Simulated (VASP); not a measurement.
# Sn (I4_1/amd) in VASP: notebook

Runs on Sn. Level: PBEsol. Tasks: relaxation of cell and atoms, relaxation of shape and atoms at fixed volume.

Everything below comes from runs of VASP 6.6.1. Logs are shortened: lines on timing, memory, paths and dates and some standing lists are left out, and cuts for length are marked.

**1. Starting point**

The structure is tetragonal, space group I4_1/amd (No. 141). The conventional cell has a = 5.839 Å, b = 5.839 Å, c = 3.188 Å, α = 90.00°, β = 90.00°, γ = 90.00°. Sn (site symmetry -4m2) is surrounded by 6 Sn at 3.03 to 3.19 Å.

**2. Relaxation of cell and atoms, PBEsol**

The input, INCAR:

```
SYSTEM = Sn
ALGO = Normal
EDIFF = 1E-6
EDIFFG = -0.01
ENCUT = 600
GGA = PS
IBRION = 2
ISIF = 3
ISMEAR = 0
LASPH = .True.
LCHARG = .False.
LREAL = .False.
LWAVE = .False.
NELM = 80
NSW = 90
PREC = Accurate
SIGMA = 0.03
```

The input, KPOINTS:

```
k-points
0
Gamma
  12 12 12
  0 0 0
```

The input, POSCAR:

```
Sn
1.0
   -2.9196440750      2.9196440750      1.5938000000
    2.9196440750     -2.9196440750      1.5938000000
    2.9196440750      2.9196440750     -1.5938000000
Sn
2
Direct
    0.0000000000      0.0000000000      0.0000000000
    0.7500000000      0.2500000000      0.5000000000
```

Potentials or basis: VASP PAW PBE potentials, release 64 (Sn_d).

Run with:

```console
$ cat potpaw_PBE.64/Sn_d/POTCAR > POTCAR
$ mpirun -np 1 vasp_std > vasp.out
```

OUTCAR:

```text
SYSTEM = Sn
   EDIFF = 1E-6
   EDIFFG = -0.01
   ENCUT = 600
   GGA = PS
   IBRION = 2
   ISIF = 3
   ISMEAR = 0
   LASPH = .True.
   LREAL = .False.
   NELM = 80
   NSW = 90
   PREC = Accurate

 ion  position               nearest neighbor table
   1  0.000  0.000  0.000-   2 3.03   2 3.03   2 3.03   2 3.03
   2  0.750  0.250  0.500-   1 3.03   1 3.03   1 3.03   1 3.03

  LATTYP: Found a body centered tetragonal cell.
 ALAT       =     5.8392881500
 C/A-ratio  =     0.5458884573

  Lattice vectors:

 A1 = (  -2.9196440750,   2.9196440750,   1.5938000000)
 A2 = (   2.9196440750,  -2.9196440750,   1.5938000000)
 A3 = (   2.9196440750,   2.9196440750,  -1.5938000000)

Analysis of symmetry for initial positions (statically):
=====================================================================
 Subroutine PRICEL returns:
 Original cell was already a primitive cell.

 Routine SETGRP: Setting up the symmetry group for a
 body centered tetragonal supercell.

 Subroutine GETGRP returns: Found 16 space group operations
 (whereof  8 operations were pure point group operations)
 out of a pool of 16 trial point group operations.

The static configuration has the point symmetry D_2d.
 The point group associated with its full space group is D_4h.

Analysis of symmetry for dynamics (positions and initial velocities):
=====================================================================
 Subroutine PRICEL returns:
 Original cell was already a primitive cell.

 Routine SETGRP: Setting up the symmetry group for a
 body centered tetragonal supercell.

 Subroutine GETGRP returns: Found 16 space group operations
 (whereof  8 operations were pure point group operations)
 out of a pool of 16 trial point group operations.

The dynamic configuration has the point symmetry D_2d.
 The point group associated with its full space group is D_4h.

 Subroutine INISYM returns: Found 16 space group operations
 (whereof  8 operations are pure point group operations),
 and found     1 'primitive' translations

----------------------------------------------------------------------------------------

                                     Primitive cell

  volume of cell :      54.3443

  direct lattice vectors                    reciprocal lattice vectors
[... 90 lines left out ...]
   NSW    =     90    number of steps for IOM
   IBRION =      2    ionic relax: 0-MD 1-quasi-New 2-CG
   NFREE  =      1    steps in history (QN), initial steepest desc. (CG)
   ISIF   =      3    stress and relaxation
   ISYM   =      2    0-nonsym 1-usesym 2-fastsym
   POTIM  = 0.5000    time-step for ionic-motion
   TEBEG  =    0.0;   TEEND  =   0.0 temperature during run
   PSTRESS=    0.0 pullay stress
   NELECT =      28.0000    total number of electrons
   NUPDOWN=      -1.0000    fix difference up-down
   EMIN   =  10.00;   EMAX   =-10.00  energy-range for DOS
   EFERMI =   0.00;   METHOD = LEGACY
   ISMEAR =     0;   SIGMA  =   0.03  broadening in eV -4-tet -1-fermi 0-gaus
   EFERMI_NEDOS =   21; number of points for ismear=-14 and -15
   IALGO  =     38    algorithm
   IMIX   =      4    mixing-type and parameters
     AMIX     =   0.40;   BMIX     =  1.00
     AMIX_MAG =   1.60;   BMIX_MAG =  1.00
  volume/ion in A,a.u.               =      27.17       183.37
  Fermi-wavevector in a.u.,A,eV,Ry     =   1.312430  2.480134 23.435677  1.722474
  Thomas-Fermi vector in A             =   2.442823
   LORBIT       =      0    0 simple, 1 ext, 2 COOP (PROOUT), +10 PAW based schemes
   GGA     = PS    functional components
   LHFCALC =     F    Hartree Fock is set to
   AEXX    =    0.0000 exact exchange contribution
   IVDW    =     0    specifies the selected vdW correction
   LEPSILON=     F    determine dielectric tensor
   LRPA    =     F    only Hartree local field effects (RPA)
 conjugate gradient relaxation of ions
 non-spin polarized calculation
 Gauss-broadening in eV      SIGMA  =   0.03
  energy-cutoff  :      600.00
  volume of cell :       54.34
 maximum number of plane-waves:      1838
   NGX = 17   NGY = 17   NGZ = 17

--------------------------------------- Ionic step        1  -------------------------------------------

 number of electron      27.9999999 magnetization

 Free energy of the ion-electron system (eV)
  ---------------------------------------------------
  ext. energy  EPLUGINS =         0.00000000
  ---------------------------------------------------
  free energy    TOTEN  =        -8.52096770 eV

  energy without entropy =       -8.52037052  energy(sigma->0) =       -8.52066911

------------------------ aborting loop because EDIFF is reached ----------------------------------------

  FORCE on cell =-STRESS in cart. coord.  units (eV):
  Direction    XX          YY          ZZ          XY          YZ          ZX
  --------------------------------------------------------------------------------------
  -------------------------------------------------------------------------------------
  Total       -0.1744655     -0.1744655     -0.2843395      0.0000000      0.0000000      0.0000000
  in kB       -5.1435909     -5.1435909     -8.3828968      0.0000000      0.0000000      0.0000000
  external PRESSURE =      -6.2233595 kB  Pullay stress =       0.0000000 kB
[... 167 lines left out ...]
--------------------------------------- Ionic step        6  -------------------------------------------

 number of electron      28.0000005 magnetization

 Free energy of the ion-electron system (eV)
  ---------------------------------------------------
  ext. energy  EPLUGINS =         0.00000000
  ---------------------------------------------------
  free energy    TOTEN  =        -8.52251404 eV

  energy without entropy =       -8.52203879  energy(sigma->0) =       -8.52227642

 E-fermi :   7.9439     XC(G=0): -10.5026

 val. band max:        7.9298478588   @ k =  -0.1667  -0.1667   0.1667
 cond. band min:       7.9544704904   @ k =  -0.1667  -0.1667   0.0833
 fundamental gap:      0.0246226316
 Fermi energy:         7.9439072049

 k-point     1 :       0.0000    0.0000    0.0000
  band No.  band energies     occupation
      1     -13.6174      2.00000
      2     -13.5333      2.00000
      3     -13.4876      2.00000
      4     -13.4774      2.00000
      5     -13.3162      2.00000
      6     -13.3162      2.00000
[... 481 lines left out ...]
      5     -13.3697      2.00000
      6     -13.3419      2.00000
[... 10 lines left out ...]
     17      10.9518      0.00000
     18      13.3397      0.00000

 [... further k-points ...]
[... 5 lines left out ...]
  --------------------------------------------------------------------------------------
  -------------------------------------------------------------------------------------
  Total        0.0060343      0.0060343     -0.0025827      0.0000000      0.0000000      0.0000000
  in kB        0.1800680      0.1800680     -0.0770698      0.0000000      0.0000000      0.0000000
  external PRESSURE =       0.0943554 kB  Pullay stress =       0.0000000 kB
[... 17 lines left out ...]
  FREE ENERGIE OF THE ION-ELECTRON SYSTEM (eV)
  ---------------------------------------------------
  free  energy   TOTEN  =        -8.5225140443 eV

  energy  without entropy=       -8.5220387864  energy(sigma->0) =       -8.52227642

 reached required accuracy - stopping structural energy minimisation
```

OSZICAR:

```text
N       E                     dE             d eps       ncg     rms          rms(c)
DAV:   1     0.208834014652E+03    0.20883E+03   -0.16260E+04  5878   0.264E+03
DAV:   2     0.984187917289E+01   -0.19899E+03   -0.19668E+03  5868   0.472E+02
[... 38 lines left out ...]
   5 F= -.85224958E+01 E0= -.85222461E+01  d E =-.148569E-03
       N       E                     dE             d eps       ncg     rms          rms(c)
DAV:   1    -0.852271287123E+01   -0.21657E-03   -0.52787E-03  6616   0.650E-01    0.686E-02
DAV:   2    -0.852258132584E+01    0.13155E-03   -0.28050E-04  6992   0.293E-01    0.422E-02
DAV:   3    -0.852251220844E+01    0.69117E-04   -0.15029E-04  7576   0.195E-01    0.588E-03
DAV:   4    -0.852251414667E+01   -0.19382E-05   -0.27856E-05  6178   0.670E-02    0.334E-03
DAV:   5    -0.852251404434E+01    0.10233E-06   -0.52775E-07  3118   0.177E-02
   6 F= -.85225140E+01 E0= -.85222764E+01  d E =-.166807E-03
```

CONTCAR:

```text
Sn
   1.00000000000000
    -2.9136480454522484    2.9136480454522484    1.5811265830690413
     2.9136480454522484   -2.9136480454522484    1.5811265830690413
     2.9136480454522484    2.9136480454522484   -1.5811265830690413
  Sn
     2
Direct
     0.0000000000000000    0.0000000000000000    0.0000000000000000
     0.7500000000000000    0.2500000000000000    0.5000000000000000

  0.00000000E+00  0.00000000E+00  0.00000000E+00
  0.00000000E+00  0.00000000E+00  0.00000000E+00
```

Wall time 6.4 min (1 thread of Intel Xeon Platinum 8259CL at 2.50GHz (Skylake/Cascade Lake), shared host); peak memory 0.33 GiB.

Results:

| Quantity | Value |
| --- | --- |
| Free energy | -8.5225 eV |
| Relaxed volume | 26.85 Å³/atom |
| Relaxed cell | a = 4.413 Å, b = 4.413 Å, c = 4.413 Å, α = 97.37°, β = 97.37°, γ = 138.01° |
| Space group after relaxing (to 0.05 Å) | I4_1/amd (No. 141) |
| Energy gained by relaxing | 0.8 meV/atom |
| Ionic steps | 6 |
| Pressure after relaxing | 0.0 GPa |
| Band gap on the k mesh | none (metal or under the smearing width) |

Step by step:
```csv
step,energy change (eV),largest force (eV/Å),pressure (GPa),volume (Å³)
1,0.0000,0.0000,-0.62,54.34
2,-0.0013,0.0000,0.20,53.52
3,-0.0014,0.0000,0.05,53.68
4,-0.0014,0.0000,0.03,53.69
5,-0.0015,0.0000,0.01,53.69
6,-0.0015,0.0000,0.01,53.69
```

Final structure:
```
CELL_PARAMETERS angstrom
-2.91365 2.91365 1.58113
2.91365 -2.91365 1.58113
2.91365 2.91365 -1.58113
ATOMIC_POSITIONS crystal
Sn 0.00000 0.00000 0.00000
Sn 0.75000 0.25000 0.50000
```

Caveat: the PAW data sets were made with another functional, which shifts forces and pressure a little.

**3. Relaxation of cell and atoms, PBEsol**

This run uses another cell than the first one, of 26.85 Å³/atom, 0.988 times its volume.

Edit INCAR of step 2 so:

```diff
@@ -2,4 +2,4 @@
 ALGO = Normal
-EDIFF = 1E-6
-EDIFFG = -0.01
+EDIFF = 1E-7
+EDIFFG = -0.005
 ENCUT = 600
```

KPOINTS is that of step 2.

The input, POSCAR:

```
Sn                                      
1.0
   -2.9136480455      2.9136480455      1.5811265831
    2.9136480455     -2.9136480455      1.5811265831
    2.9136480455      2.9136480455     -1.5811265831
  Sn            
     2
Direct
     0.0000000000000000    0.0000000000000000    0.0000000000000000
     0.7500000000000000    0.2500000000000000    0.5000000000000000
```

Potentials or basis: VASP PAW PBE potentials, release 64 (Sn_d).

Run with:

```console
$ cat potpaw_PBE.64/Sn_d/POTCAR > POTCAR
$ mpirun -np 1 vasp_std > vasp.out
```

Wall time 2.1 min (1 thread of Intel Xeon Platinum 8259CL at 2.50GHz (Skylake/Cascade Lake), shared host); peak memory 0.31 GiB.

It converged, with:

| Quantity | Value |
| --- | --- |
| Free energy | -8.5224 eV |
| Pressure after relaxing | 0.0 GPa |
| Band gap on the k mesh | none (metal or under the smearing width) |

Final structure:
```
CELL_PARAMETERS angstrom
-2.91365 2.91365 1.58113
2.91365 -2.91365 1.58113
2.91365 2.91365 -1.58113
ATOMIC_POSITIONS crystal
Sn 0.00000 0.00000 0.00000
Sn 0.75000 0.25000 0.50000
```

Levels at points of the mesh, in eV from the Fermi level:
```tsv
k point	band 12	band 13	band 14	band 15	band 16	band 17
(0.00, 0.00, 0.00)	-3.66	-2.02	-2.02	2.93	6.24	6.24
(0.50, 0.00, 0.00)	-5.43	-2.33	-1.74	-1.14	2.23	2.87
(0.50, 0.50, 0.00)	-8.97	0.58	0.58	1.55	1.55	6.11
(0.50, 0.50, 0.50)	-7.61	-4.88	-4.88	5.14	5.14	9.43
```

Caveat: the relaxation stopped at its first step, so nothing moved; the PAW data sets were made with another functional, which shifts forces and pressure a little.

(Part 1 of 2 ends here.)
